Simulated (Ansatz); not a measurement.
Runs of Ansatz 0.2.0 on Cu. It takes space group Fm-3m (No. 225, cubic). The conventional cell has a = 3.615 Å, b = 3.615 Å, c = 3.615 Å, α = 90.00°, β = 90.00°, γ = 90.00°. Around Cu (site symmetry m-3m) lie 12 Cu at 2.56 Å. 

| potentials or basis | cutoff (eV) | V0 of scaled cells (Å³/atom) | B0 (GPa) |
| --- | --- | --- | --- |
| Ansatz PAW earlier set | 700 | 11.94 | 142 |
| PseudoDojo stringent | 1415 | (a) | 144 |
| Ansatz PAW | 420 | 11.95 | 142 |
| Ansatz PAW earlier set | 1050 | 11.94 | 142 |
| SPMS NC | 952 | 11.95 | 146 |
| Ansatz NC | 1252 | 11.95 | 142 |
| SSSP efficiency PAW | 1225 | 11.95 | 142 |
| JTH PAW | 1350 | 11.94 | 142 |

Alike in all rows: task equation of state; level PBE; no spin polarisation; cell as given; k mesh 13 × 13 × 13; smearing fermi-dirac 0.05 eV.

Question: Estimate the missing entries.

Answer: (a) 11.93.
